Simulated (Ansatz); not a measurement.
**PbS: projected DOS by orbital**

```
CELL_PARAMETERS angstrom
2.94050 -2.90000 0.00000
2.94050 2.90000 0.00000
-1.08005 0.00000 11.70929
ATOMIC_POSITIONS crystal
Pb 0.77560 0.77560 0.63638
Pb 0.22440 0.22440 0.36362
S 0.26840 0.26840 0.59860
S 0.73160 0.73160 0.40140
```

Atom numbers follow the list: Pb1, Pb2, S3, S4.

The cell is COD entry 2106944, as deposited and not checked against the literature; nothing was relaxed.

No spin–orbit coupling, which matters for the heavy atoms here.

Method: DFT, PBE, all-electron LAPW, scalar-relativistic (Ansatz 0.2.0).

Numerical set-up: a Γ-centred 7×7×3 k mesh, Fermi–Dirac smearing of 0.02 eV, basis error target 1 meV/atom, no spin polarisation.

States per eV for one atom of each kind, in 0.4 eV bins named by their centres, from the valence-band top, projected on a minimal set of Löwdin-orthogonalised atomic shells; orbitals are real harmonics on the Cartesian axes, equal curves share a column, and empty bins are left out, as is all above 6.3 eV, near the top of the computed bands.

Pb1 6p:

```
# E all pz px py
-12.9 0.02 0.01 0.00 0.00
-12.5 0.09 0.03 0.03 0.03
-12.1 0.11 0.03 0.04 0.04
-11.7 0.13 0.03 0.05 0.05
-11.3 0.30 0.07 0.11 0.12
-7.7 0.02 0.00 0.01 0.01
-7.3 0.02 0.00 0.01 0.01
-6.9 0.01 0.00 0.00 0.00
-4.1 0.09 0.00 0.04 0.04
-3.7 0.19 0.00 0.09 0.09
-3.3 0.27 0.10 0.09 0.08
-2.9 0.48 0.16 0.16 0.16
-2.5 0.58 0.20 0.17 0.22
-2.1 0.39 0.11 0.16 0.13
-1.7 0.43 0.17 0.14 0.12
-1.3 0.35 0.16 0.09 0.11
-0.9 0.24 0.10 0.07 0.07
-0.5 0.20 0.14 0.03 0.03
-0.1 0.06 0.05 0.00 0.01
1.1 0.01 0.01 0.00 0.00
1.5 0.27 0.27 0.00 0.00
1.9 1.07 0.64 0.24 0.19
2.3 0.44 0.21 0.12 0.11
2.7 0.83 0.22 0.34 0.27
3.1 1.38 0.55 0.44 0.39
3.5 1.38 0.60 0.38 0.41
3.9 0.99 0.31 0.36 0.32
4.3 1.12 0.24 0.48 0.39
4.7 1.24 0.13 0.52 0.59
5.1 0.85 0.14 0.31 0.41
5.5 0.26 0.07 0.08 0.11
5.9 0.12 0.01 0.07 0.04
```

S3 3p:

```
# E all pz px py
-12.5 0.01 0.00 0.00 0.00
-12.1 0.01 0.00 0.00 0.00
-11.7 0.01 0.00 0.00 0.00
-11.3 0.01 0.01 0.00 0.00
-8.1 0.08 0.02 0.03 0.03
-7.7 0.32 0.11 0.10 0.11
-7.3 0.22 0.07 0.07 0.08
-6.9 0.13 0.04 0.05 0.05
-6.5 0.04 0.01 0.02 0.02
-6.1 0.02 0.00 0.01 0.01
-5.7 0.01 0.00 0.00 0.00
-4.1 0.13 0.00 0.07 0.07
-3.7 0.31 0.01 0.15 0.16
-3.3 0.52 0.22 0.15 0.15
-2.9 0.97 0.35 0.30 0.32
-2.5 1.30 0.50 0.34 0.46
-2.1 1.05 0.32 0.41 0.31
-1.7 1.48 0.56 0.51 0.41
-1.3 1.79 0.75 0.50 0.53
-0.9 1.33 0.33 0.53 0.48
-0.5 1.32 0.29 0.51 0.52
-0.1 0.50 0.26 0.10 0.13
1.5 0.02 0.02 0.00 0.00
1.9 0.11 0.06 0.03 0.03
2.3 0.06 0.02 0.02 0.02
2.7 0.17 0.04 0.07 0.06
3.1 0.29 0.20 0.05 0.04
3.5 0.38 0.25 0.07 0.06
3.9 0.33 0.14 0.11 0.09
4.3 0.43 0.10 0.19 0.14
4.7 0.49 0.04 0.21 0.24
5.1 0.38 0.05 0.14 0.19
5.5 0.12 0.05 0.03 0.04
5.9 0.04 0.01 0.02 0.02
```

Pb1 6s:

```
# E all
-12.9 0.03
-12.5 0.10
-12.1 0.08
-11.7 0.07
-11.3 0.08
-8.1 0.26
-7.7 1.29
-7.3 1.00
-6.9 0.68
-6.5 0.22
-6.1 0.18
-5.7 0.08
-3.7 0.01
-3.3 0.02
-2.9 0.03
-2.5 0.05
-2.1 0.04
-1.7 0.09
-1.3 0.09
-0.9 0.13
-0.5 0.19
-0.1 0.07
1.5 0.01
1.9 0.04
2.3 0.01
2.7 0.01
3.1 0.02
3.5 0.02
3.9 0.02
4.3 0.02
4.7 0.01
5.1 0.01
5.5 0.01
```

S3 3s:

```
# E all
-12.9 0.09
-12.5 0.36
-12.1 0.44
-11.7 0.63
-11.3 2.34
-7.7 0.05
-7.3 0.11
-6.9 0.11
-6.5 0.06
-6.1 0.05
-5.7 0.03
-3.3 0.01
-2.9 0.01
-2.5 0.01
-2.1 0.01
-1.7 0.03
-1.3 0.01
-0.9 0.01
-0.5 0.01
1.9 0.10
2.3 0.05
2.7 0.12
3.1 0.07
3.5 0.04
3.9 0.03
4.3 0.03
4.7 0.01
5.1 0.01
```
